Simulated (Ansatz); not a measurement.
# How settings move the results for Ti

```yaml
crystal:
  lattice:
    - [2.95000, 0.00000, 0.00000]
    - [-1.47500, 2.55477, 0.00000]
    - [0.00000, 0.00000, 4.68600]
  atoms:
    - { symbol: Ti, position: [0.33333, 0.66667, 0.25000] }
    - { symbol: Ti, position: [0.66667, 0.33333, 0.75000] }
```

Atoms are numbered in the order listed.

Conventional cell: a = 2.950 Å, b = 2.950 Å, c = 4.686 Å, α = 90.00°, β = 90.00°, γ = 120.00°. Around Ti (atom 1) lie 12 Ti at 2.90 to 2.95 Å.

The cell is COD entry 9008517, as deposited and not checked against the literature; nothing was relaxed.

Theory: DFT, PBE, all-electron LAPW, scalar-relativistic in Ansatz 0.2.0.

The runs use a Γ-centred 13×13×7 k mesh, Fermi–Dirac smearing of 0.08 eV, basis error target 0.5 meV/atom, no spin polarisation. One setting is then changed at a time.

```csv
filling,energy at zero smearing less the base's (meV/atom),P (GPa),cutoff chosen (eV)
Fermi–Dirac 0.08 eV (base),0.0,-1.58,237
tetrahedron,-0.9,–,237
cold 0.15 eV,-0.8,-1.69,237
Gaussian 0.2 eV,-0.2,-1.59,237
Fermi–Dirac 0.28 eV,?,?,237
Methfessel–Paxton 0.2 eV,-0.3,-1.70,237
```

Problem. Fill in "P (GPa)" for the row "Fermi–Dirac 0.28 eV".

Solution. 0.33.

Problem. Fill in "energy at zero smearing less the base's (meV/atom)" for the row "Fermi–Dirac 0.28 eV".

Solution. 17.9.
